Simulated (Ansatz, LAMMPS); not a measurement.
**Site preference of N in place of O in amorphous Al2O3 (175 atoms)**

Aim: make N in place of O at several sites of amorphous Al2O3 (175 atoms), relax each, and compare their energies.

Method: Kohn-Sham DFT, PBE, PAW (set soft_2), plane waves, in Ansatz 0.2.0.

**1. The structure**

The cell holds 175 atoms: 70 Al and 105 O. Its edges and angles: a = 12.179 Å, b = 12.179 Å, c = 12.179 Å, α = 90.0°, β = 90.0°, γ = 90.0°. 175 atoms (70 Al, 105 O) placed at random at 3 g/cm³, melted at 5000 K for 10 ps at fixed volume with the Morse and Coulomb pair potential with partial charges (Pedone, Malavasi, Menziani, Cormack and Segre, J. Phys. Chem. B 110, 11780 (2006)). Quenched from 5000 K to 300 K at 50 K/ps and fixed volume, held 10 ps at zero pressure.

What the set-up can't give: The quench rate of 50 K/ps far exceeds what a furnace or splat quench reaches, so expect more defects and frozen-in strain than in a real sample. The starting topology of bonds comes from the classical model, and needn't be the one that DFT or experiment would give. The Brillouin zone is sampled at Γ only, in a cell whose shortest periodic width is 12 Å.

**2. Single point at the start**

A single point comes first, to see the forces before anything moves.

input.yaml reads:

```yaml
crystal:
  lattice:
    - [12.179, 0.0, 0.0]
    - [0.0, 12.179, 0.0]
    - [0.0, 0.0, 12.179]
  atoms:
    - { symbol: Al, position: [0.15321, 0.63566, 0.50173] }
    - { symbol: Al, position: [0.26133, 0.97702, 0.84747] }
    - { symbol: Al, position: [0.2915, 0.37944, 0.92806] }
    - { symbol: Al, position: [0.34871, 0.94832, 0.63761] }
    - { symbol: Al, position: [0.98605, 0.33584, 0.96129] }
    - { symbol: Al, position: [0.83272, 0.15589, 0.30705] }
    - { symbol: Al, position: [0.63763, 0.58963, 0.7308] }
    - { symbol: Al, position: [0.05599, 0.17138, 0.36774] }
    - { symbol: Al, position: [0.91856, 0.91728, 0.3818] }
    - { symbol: Al, position: [0.75806, 0.25722, 0.93078] }
    - { symbol: Al, position: [0.92185, 0.24019, 0.74195] }
    - { symbol: Al, position: [0.11882, 0.88574, 0.53901] }
    - { symbol: Al, position: [0.11382, 0.27628, 0.57884] }
    - { symbol: Al, position: [0.06746, 0.72525, 0.90895] }
    - { symbol: Al, position: [0.25674, 0.22421, 0.26835] }
    - { symbol: Al, position: [0.90682, 0.11827, 0.543] }
    - { symbol: Al, position: [0.48607, 0.38276, 0.78916] }
    - { symbol: Al, position: [0.03654, 0.63134, 0.13069] }
    - { symbol: Al, position: [0.95059, 0.17991, 0.10796] }
    - { symbol: Al, position: [0.83272, 0.68822, 0.00795] }
    - { symbol: Al, position: [0.33657, 0.17314, 0.68004] }
    - { symbol: Al, position: [0.78103, 0.40069, 0.30836] }
    - { symbol: Al, position: [0.25523, 0.02279, 0.40515] }
    - { symbol: Al, position: [0.4283, 0.69331, 0.21616] }
    - { symbol: Al, position: [0.58382, 0.5017, 0.18322] }
    - { symbol: Al, position: [0.66833, 0.47631, 0.96131] }
    - { symbol: Al, position: [0.01412, 0.02879, 0.73003] }
    - { symbol: Al, position: [0.97274, 0.67924, 0.70272] }
    - { symbol: Al, position: [0.51755, 0.5626, 0.418] }
    - { symbol: Al, position: [0.77132, 0.77233, 0.67066] }
    - { symbol: Al, position: [0.65776, 0.2746, 0.15079] }
    - { symbol: Al, position: [0.49776, 0.601, 0.9398] }
    [... 137 atom lines left out ...]
    - { symbol: O, position: [0.01638, 0.65547, 0.57258] }
    - { symbol: O, position: [0.58189, 0.53173, 0.84909] }
    - { symbol: O, position: [0.46592, 0.43183, 0.43926] }
    - { symbol: O, position: [0.803, 0.39073, 0.84496] }
    - { symbol: O, position: [0.39552, 0.02537, 0.36642] }
    - { symbol: O, position: [0.6998, 0.38548, 0.42947] }
kpoints:
  mp_grid: { grid: [1, 1, 1] }
hamiltonian:
  xc: pbe
scf:
  occupations: { method: fixed }
output:
  forces: true
```

Command:

```sh
> ansatz run input.yaml --threads 4 --pin off --max-ram 8192MiB --backend cpu --events-out ev --progress --plain --runs-dir out
```

Numbers of over 12 decimals in the logs are rounded to 6 here.

The log of the run:

```text
[...]
Pseudopotentials: kind: paw
Pseudopotential: Al, paw, valence charge 3, recommended cutoff 420 eV (normal), Al.paw.azcp
Pseudopotential: O, paw, valence charge 6, recommended cutoff 420 eV (normal), O.paw.azcp
[... 5 lines on functional and potentials left out ...]
Crystal: 175 atoms, lattice volume = 1806.487 Å³
Basis set: ecut = 420 eV, 35513 PW (Γ), exchange–correlation on 180×180×180 points (8 copies of the dense FFT grid, shifted against one another)
Bands: 595, of which v1, the nominal top of the filled ones, is band 420 counted from 1 (419 counted from 0)
Symmetry: 1 space group operations
Space group: P1 (ITA 1), of the structure as read, at distance tolerance 1.2e-4 Å
k-points: 1
[... 5 lines on functional and potentials left out ...]
Initial density: superposition of atomic densities (neutral atoms: chi_scale 0, normalization atom), corrected by the library's trained network
Initial wavefunctions: pseudopotential atomic-orbital guess
[...]
SCF iter   1: F=—  HF=-97427.414607 eV  |F-HF|=—  |Δ(HF+E_count)|=         —  Δρ=2.65e-3  dr2=1.92e-1  ethr=1.77e-3  ⟨swp⟩=5.0  Hψ=1908  notcnv=0  defer=172
preconditioner: auto → Resta (q_TF=auto, 2.401 Å⁻¹)  ε∞=3.4  [insulator: Δε(μ)=3.777 eV  Ē_g=16.229 eV  n_scr=436 (ndim 8)  ℏωp=25.3 eV  f_vac=0.029  ε∞_Penn≈3.4]
SCF iter   2: F=—  HF=-97427.383332 eV  |F-HF|=—  |Δ(HF+E_count)|=   3.13e-2  Δρ=1.40e-3  dr2=4.60e-2  ethr=2.29e-5  ⟨swp⟩=3.0  Hψ=882  notcnv=0  defer=173
SCF iter   3: F=—  HF=-97427.384055 eV  |F-HF|=—  |Δ(HF+E_count)|=   7.23e-4  Δρ=6.08e-4  dr2=1.08e-2  ethr=5.48e-6  ⟨swp⟩=3.0  Hψ=721  notcnv=0  defer=130
automatic band count: iteration 3 solves 552 bands in place of 595: the levels show a gap, and the empty bands left out lie too high to hold charge; the band table lists the bands solved (type scf.n_extra_bands for more)
SCF iter   4: F=—  HF=-97427.383074 eV  |F-HF|=—  |Δ(HF+E_count)|=   9.81e-4  Δρ=1.91e-4  dr2=6.40e-4  ethr=1.28e-6  ⟨swp⟩=2.0  Hψ=761  notcnv=0  defer=130
SCF iter   5: F=—  HF=-97427.383167 eV  |F-HF|=—  |Δ(HF+E_count)|=   9.37e-5  Δρ=1.15e-4  dr2=1.84e-4  ethr=7.62e-8  ⟨swp⟩=2.0  Hψ=773  notcnv=0  defer=130
SCF iter   6: F=—  HF=-97427.383165 eV  |F-HF|=—  |Δ(HF+E_count)|=   2.59e-6  Δρ=2.79e-5  dr2=1.34e-5  ethr=2.19e-8  ⟨swp⟩=2.0  Hψ=797  notcnv=0  defer=128
SCF iter   7: F=—  HF=-97427.386758 eV  |F-HF|=—  |Δ(HF+E_count)|=   3.59e-3  Δρ=1.14e-5  dr2=1.97e-6  ethr=1.60e-9  ⟨swp⟩=2.0  Hψ=972  notcnv=0  defer=127
SCF iter   8: F=—  HF=-97427.386760 eV  |F-HF|=—  |Δ(HF+E_count)|=   1.58e-6  Δρ=5.95e-6  dr2=5.33e-7  ethr=2.35e-10  ⟨swp⟩=2.0  Hψ=845  notcnv=0  defer=127
SCF iter   9: F=-97427.386760 eV  HF=-97427.386760 eV  |F-HF|=7.19e-9  |Δ(HF+E_count)|=   8.98e-8  Δρ=1.81e-6  dr2=4.94e-8  ethr=1.19e-11  ⟨swp⟩=2.0  Hψ=1784  notcnv=0
SCF 1 converged in 9 iterations: F = -97427.386760 eV  dr2 = 4.94e-8
[...]
SCF converged after 9 iterations
Free energy (F): -97427.386760 eV
Harris-Foulkes:  -97427.386760 eV  (|F-HF|=7.19e-9)
Internal energy: -97427.386760 eV  (E = F + TS)
E sigma→0 (E₀):  -97427.386760 eV
Fermi energy:    6.093943 eV
--- Per-component energies (eV) ---
[...]
Σ components = -97427.386760   (vs F -97427.386760, Δ=0.00e0)
--- Forces (eV/Å), atoms counted from 1 ---
  atom   1  Al    -0.20052887    -0.77472170     1.41429821
  atom   2  Al    -0.88885202    -0.79934900     0.65364921
  atom   3  Al     1.38039357     1.84745274    -1.88290371
  atom   4  Al     0.59592851    -0.12119634     0.35376525
[...]
atom 175  O     -0.33940005    -0.77592783    -1.21923296
  max |Σ_I F_I| component: 1.43e-4 eV/Å
```

Wall time 27 s (4 threads of Arm Neoverse V2, shared host); peak memory 2.6 GiB.

Reading the cycles: dr2 is the Hartree energy of the density residual (eV), the measure of convergence; HF is the Harris–Foulkes estimate of the energy, which meets the free energy F at convergence.

The r.m.s. force at the start is 1.1 eV/Å.

**3. Relaxation**

With the cell held, the atoms are moved downhill towards a nearby minimum.

input.yaml reads:

```yaml
crystal:
  lattice:
    - [12.179, 0.0, 0.0]
    - [0.0, 12.179, 0.0]
    - [0.0, 0.0, 12.179]
  atoms:
    [... the 175 atom lines of step 2 ...]
kpoints:
  mp_grid: { grid: [1, 1, 1] }
hamiltonian:
  xc: pbe
scf:
  occupations: { method: fixed }
output:
  forces: true
relax:
  f_tol: 0.05
  max_steps: 120
```

The log of the run:

```text
[...]
Crystal: 175 atoms, lattice volume = 1806.487 Å³
Basis set: ecut = 420 eV, 35513 PW (Γ), exchange–correlation on 180×180×180 points (8 copies of the dense FFT grid, shifted against one another)
Bands: 595, of which v1, the nominal top of the filled ones, is band 420 counted from 1 (419 counted from 0)
Symmetry: 1 space group operations
[...]
k-points: 1
[...]
SCF iter   1: F=—  HF=-97427.414608 eV  |F-HF|=—  |Δ(HF+E_count)|=         —  Δρ=2.65e-3  dr2=1.92e-1  ethr=1.77e-3  ⟨swp⟩=5.0  Hψ=1908  notcnv=0  defer=172
[...]
SCF iter   6: F=-97427.386755 eV  HF=-97427.386752 eV  |F-HF|=2.61e-6  |Δ(HF+E_count)|=   8.85e-6  Δρ=2.79e-5  dr2=1.35e-5  ethr=7.44e-9  ⟨swp⟩=2.0  Hψ=1773  notcnv=0
SCF 1 converged in 6 iterations: F = -97427.386755 eV  dr2 = 1.35e-5
[...]
relax step   1: F+E_penalty+E_count = -97427.38675508 eV  Δ(F+E_penalty+E_count) = +0.000e0 eV  max|allowed force component| = 4.344e0 eV/Å  Δτ_max = 0.0000 Å  (6 SCF iters, dr2 threshold 6.25e-5 eV, accepted)
[... from here on, the SCF cycles and remarks between the steps are left out ...]
relax step   2: F+E_penalty+E_count = -97434.25674048 eV  Δ(F+E_penalty+E_count) = -6.870e0 eV  max|allowed force component| = 2.807e0 eV/Å  Δτ_max = 0.1127 Å  (6 SCF iters, dr2 threshold 1.00e-4 eV, accepted)
relax step   3: F+E_penalty+E_count = -97439.77566676 eV  Δ(F+E_penalty+E_count) = -5.519e0 eV  max|allowed force component| = 7.718e-1 eV/Å  Δτ_max = 0.2000 Å  (7 SCF iters, dr2 threshold 1.00e-4 eV, accepted)
relax step   4: F+E_penalty+E_count = -97440.59304368 eV  Δ(F+E_penalty+E_count) = -8.174e-1 eV  max|allowed force component| = 2.292e-1 eV/Å  Δτ_max = 0.2000 Å  (7 SCF iters, dr2 threshold 4.50e-5 eV, accepted)
relax step   5: F+E_penalty+E_count = -97440.80957920 eV  Δ(F+E_penalty+E_count) = -2.165e-1 eV  max|allowed force component| = 1.431e-1 eV/Å  Δτ_max = 0.2000 Å  (8 SCF iters, dr2 threshold 3.97e-6 eV, accepted)
relax step   6: F+E_penalty+E_count = -97440.92044349 eV  Δ(F+E_penalty+E_count) = -1.109e-1 eV  max|allowed force component| = 1.789e-1 eV/Å  Δτ_max = 0.2000 Å  (9 SCF iters, accepted)
relax step   7: F+E_penalty+E_count = -97440.99695827 eV  Δ(F+E_penalty+E_count) = -7.651e-2 eV  max|allowed force component| = 3.158e-1 eV/Å  Δτ_max = 0.2000 Å  (7 SCF iters, dr2 threshold 1.25e-5 eV, accepted)
relax step   8: F+E_penalty+E_count = -97441.05699105 eV  Δ(F+E_penalty+E_count) = -6.003e-2 eV  max|allowed force component| = 7.980e-2 eV/Å  Δτ_max = 0.2000 Å  (6 SCF iters, dr2 threshold 9.97e-5 eV, accepted)
relax step   9: F+E_penalty+E_count = -97441.06473523 eV  Δ(F+E_penalty+E_count) = -7.744e-3 eV  max|allowed force component| = 2.538e-1 eV/Å  Δτ_max = 0.1526 Å  (9 SCF iters, accepted)
relax step  10: F+E_penalty+E_count = -97441.05476437 eV  Δ(F+E_penalty+E_count) = +9.971e-3 eV  max|allowed force component| = 5.183e-1 eV/Å  Δτ_max = 0.1704 Å  (7 SCF iters, dr2 threshold 4.11e-6 eV, rejected (line search))
relax step  11: F+E_penalty+E_count = -97441.15224311 eV  Δ(F+E_penalty+E_count) = -8.751e-2 eV  max|allowed force component| = 1.578e-1 eV/Å  Δτ_max = 0.0852 Å  (9 SCF iters, accepted)
relax step  12: F+E_penalty+E_count = -97441.21056974 eV  Δ(F+E_penalty+E_count) = -5.833e-2 eV  max|allowed force component| = 1.095e-1 eV/Å  Δτ_max = 0.1000 Å  (6 SCF iters, dr2 threshold 9.64e-6 eV, accepted)
relax step  13: F+E_penalty+E_count = -97441.28080404 eV  Δ(F+E_penalty+E_count) = -7.023e-2 eV  max|allowed force component| = 8.798e-2 eV/Å  Δτ_max = 0.1500 Å  (7 SCF iters, dr2 threshold 4.63e-6 eV, accepted)
relax step  14: F+E_penalty+E_count = -97441.18725454 eV  Δ(F+E_penalty+E_count) = +9.355e-2 eV  max|allowed force component| = 1.047e0 eV/Å  Δτ_max = 0.1893 Å  (8 SCF iters, dr2 threshold 3.72e-6 eV, rejected (line search))
relax step  15: F+E_penalty+E_count = -97441.35474212 eV  Δ(F+E_penalty+E_count) = -7.394e-2 eV  max|allowed force component| = 1.694e-1 eV/Å  Δτ_max = 0.0947 Å  (9 SCF iters, accepted)
relax step  16: F+E_penalty+E_count = -97441.42337653 eV  Δ(F+E_penalty+E_count) = -6.863e-2 eV  max|allowed force component| = 1.541e-1 eV/Å  Δτ_max = 0.0974 Å  (6 SCF iters, dr2 threshold 1.85e-5 eV, accepted)
relax step  17: F+E_penalty+E_count = -97441.49833094 eV  Δ(F+E_penalty+E_count) = -7.495e-2 eV  max|allowed force component| = 4.239e-1 eV/Å  Δτ_max = 0.1498 Å  (6 SCF iters, dr2 threshold 1.97e-5 eV, accepted)
relax step  18: F+E_penalty+E_count = -97441.61892278 eV  Δ(F+E_penalty+E_count) = -1.206e-1 eV  max|allowed force component| = 2.883e-1 eV/Å  Δτ_max = 0.2000 Å  (6 SCF iters, dr2 threshold 1.00e-4 eV, accepted)
relax step  19: F+E_penalty+E_count = -97441.73703830 eV  Δ(F+E_penalty+E_count) = -1.181e-1 eV  max|allowed force component| = 1.799e-1 eV/Å  Δτ_max = 0.2000 Å  (6 SCF iters, dr2 threshold 3.84e-5 eV, accepted)
relax step  20: F+E_penalty+E_count = -97441.85860001 eV  Δ(F+E_penalty+E_count) = -1.216e-1 eV  max|allowed force component| = 1.023e-1 eV/Å  Δτ_max = 0.2000 Å  (7 SCF iters, dr2 threshold 1.26e-5 eV, accepted)
relax step  21: F+E_penalty+E_count = -97441.94315640 eV  Δ(F+E_penalty+E_count) = -8.456e-2 eV  max|allowed force component| = 1.207e-1 eV/Å  Δτ_max = 0.2000 Å  (7 SCF iters, dr2 threshold 3.39e-6 eV, accepted)
relax step  22: F+E_penalty+E_count = -97441.92737299 eV  Δ(F+E_penalty+E_count) = +1.578e-2 eV  max|allowed force component| = 2.575e-1 eV/Å  Δτ_max = 0.1314 Å  (7 SCF iters, dr2 threshold 4.71e-6 eV, rejected (line search))
relax step  23: F+E_penalty+E_count = -97441.96591676 eV  Δ(F+E_penalty+E_count) = -2.276e-2 eV  max|allowed force component| = 4.722e-2 eV/Å  Δτ_max = 0.0657 Å  (9 SCF iters, accepted)
relax step  24: F+E_penalty+E_count = -97441.96321623 eV  Δ(F+E_penalty+E_count) = +2.701e-3 eV  max|allowed force component| = 2.228e-1 eV/Å  Δτ_max = 0.0799 Å  (9 SCF iters, rejected (line search))
relax step  25: F+E_penalty+E_count = -97441.97076561 eV  Δ(F+E_penalty+E_count) = -4.849e-3 eV  max|allowed force component| = 2.059e-1 eV/Å  Δτ_max = 0.0389 Å  (8 SCF iters, accepted)
relax step  26: F+E_penalty+E_count = -97441.97910817 eV  Δ(F+E_penalty+E_count) = -8.343e-3 eV  max|allowed force component| = 7.520e-2 eV/Å  Δτ_max = 0.0500 Å  (5 SCF iters, dr2 threshold 6.50e-6 eV, accepted)
relax step  27: F+E_penalty+E_count = -97441.99136579 eV  Δ(F+E_penalty+E_count) = -1.226e-2 eV  max|allowed force component| = 1.117e-1 eV/Å  Δτ_max = 0.0737 Å  (8 SCF iters, accepted)
relax step  28: F+E_penalty+E_count = -97442.01538965 eV  Δ(F+E_penalty+E_count) = -2.402e-2 eV  max|allowed force component| = 2.332e-1 eV/Å  Δτ_max = 0.1099 Å  (9 SCF iters, accepted)
relax step  29: F+E_penalty+E_count = -97442.02312306 eV  Δ(F+E_penalty+E_count) = -7.733e-3 eV  max|allowed force component| = 4.603e-1 eV/Å  Δτ_max = 0.1290 Å  (5 SCF iters, dr2 threshold 5.44e-5 eV, accepted)
relax step  30: F+E_penalty+E_count = -97442.06148829 eV  Δ(F+E_penalty+E_count) = -3.837e-2 eV  max|allowed force component| = 6.725e-2 eV/Å  Δτ_max = 0.1124 Å  (6 SCF iters, dr2 threshold 1.00e-4 eV, accepted)
relax step  31: F+E_penalty+E_count = -97442.06536052 eV  Δ(F+E_penalty+E_count) = -3.872e-3 eV  max|allowed force component| = 4.235e-2 eV/Å  Δτ_max = 0.0431 Å  (8 SCF iters, accepted)
SCF converged after 8 iterations
Free energy (F): -97442.065361 eV
[...]
Internal energy: -97442.065361 eV  (E = F + TS)
E sigma→0 (E₀):  -97442.065361 eV
Fermi energy:    6.010090 eV
[...]
--- Forces (eV/Å), atoms counted from 1 ---
  atom   1  Al    -0.00479457    -0.00607160    -0.00125397
  atom   2  Al     0.00257918     0.00415024    -0.00587905
  atom   3  Al     0.01230529     0.01734234    -0.00352854
  atom   4  Al     0.00321895    -0.01339755    -0.00213405
  atom   5  Al    -0.00705511    -0.00663102     0.00239189
  atom   6  Al     0.00958312     0.01934783    -0.00218888
  atom   7  Al    -0.01281825    -0.01004570    -0.00094377
  atom   8  Al     0.00764482     0.01534450     0.02653494
  atom   9  Al    -0.00029037    -0.00179408     0.00092846
  atom  10  Al    -0.00550844     0.03290855     0.02869034
  atom  11  Al    -0.01908565     0.01543818    -0.01535348
  atom  12  Al     0.00814861    -0.02064153    -0.00599621
  atom  13  Al     0.01918306     0.04234506    -0.00200057
  atom  14  Al    -0.00086860    -0.02988046    -0.00633308
[...]
atom 174  O      0.00044952    -0.00247968     0.00126390
  atom 175  O      0.00276166    -0.00543099    -0.00282333
  max |Σ_I F_I| component: 9.10e-5 eV/Å
--- Relaxed structure (31 steps of the walk, 27 accepted, 0 SCFs on fresh bases) ---
  F+E_penalty+E_count = -97442.06536052 eV   max|allowed force component| = 4.235e-2 eV/Å
  atoms:
    - { symbol: Al, position: [0.144091, 0.640882, 0.527560] }
    - { symbol: Al, position: [0.336684, 1.008857, 0.865664] }
    - { symbol: Al, position: [0.285596, 0.391982, 0.922146] }
    - { symbol: Al, position: [0.375728, 0.971297, 0.648456] }
[...]
- { symbol: O, position: [0.707790, 0.383827, 0.432604] }
```

The job ended after 11 min (4 threads; peak memory 2.6 GiB).

The relaxation converged after 31 steps, 14.7 eV below its start, with a largest force component of 0.042 eV/Å.

[end of part 1 of 3]

[Logs are printed without paths, hosts, clocks, repeated set-up lines and the standing remarks that a program may print on its own settings, such as how far it seeks lower states.]

[Hosts, paths, dates, database ids (printed as entryN), source tags and the programs' standing remarks are cut or masked in the printed files.]
